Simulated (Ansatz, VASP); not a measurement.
## Pt: VASP beside Ansatz

INCAR

```
ALGO = Fast
EDIFF = 1E-6
ENCUT = 520
GGA = PS
ISIF = 2
ISMEAR = 0
LASPH = T
LCHARG = F
LREAL = F
LWAVE = F
NBANDS = 11
NELM = 80
PREC = Accurate
SIGMA = 0.15
```

Contents of KPOINTS:

```
k-points
0
Gamma
  22 22 22
```

The input POSCAR:

```
Pt
1.0
   -1.6079833000      1.6079833000      1.5842200000
    1.6079833000     -1.6079833000      1.5842200000
    1.6079833000      1.6079833000     -1.5842200000
Pt
1
Direct
    0.0000000000      0.0000000000      0.0000000000
```

Input for Ansatz:

```yaml
crystal:
  lattice:
    - [-1.6079833, 1.6079833, 1.58422]
    - [1.6079833, -1.6079833, 1.58422]
    - [1.6079833, 1.6079833, -1.58422]
  atoms:
    - { symbol: Pt, position: [0.0, 0.0, 0.0] }
basis:
  ecutwfc: 420
kpoints:
  mp_grid: { grid: [22, 22, 22] }
hamiltonian:
  xc: pbesol
scf:
  occupations: { method: gaussian, width: 0.15 }
output:
  forces: true
  stress: true
  eigenvalues: true
```

Change from the starting cell: strain +0.015 along x and y, +0.000 along z, atoms carried along.

Alike in both runs: task single point; functional PBEsol; k mesh 22 × 22 × 22; occupations gaussian, width 0.15 eV; no spin polarisation.

```csv
,VASP,Ansatz
version,VASP 6.6.1,Ansatz 0.2.0
potentials or method,"VASP PAW PBE potentials, release 64 (Pt)","scalar-relativistic, plane waves, PAW"
plane-wave cutoff (eV),520,420
valence electrons in the cell,10,18
```

Ansatz gave:

```
gap on the k mesh at the Fermi level (eV)       : none
pressure (GPa)                                  : -16.8
largest component of the traceless stress (GPa) : 0.93
```

What did VASP give for the same quantities?

gap on the k mesh at the Fermi level (eV): none; pressure (GPa): -17.2; largest component of the traceless stress (GPa): 0.92.

A gap of «none» marks a metal or a gap that the smearing closes. The two sets of potentials don't hold the same shells in valence.

Caveats: so large a pressure means that the cell lies far from this level's equilibrium, or that cutoff or potentials fall short (VASP); the potentials were made for another functional, which shifts forces and pressure (VASP). Spin-orbit coupling is left out, which matters for the levels of Pt.
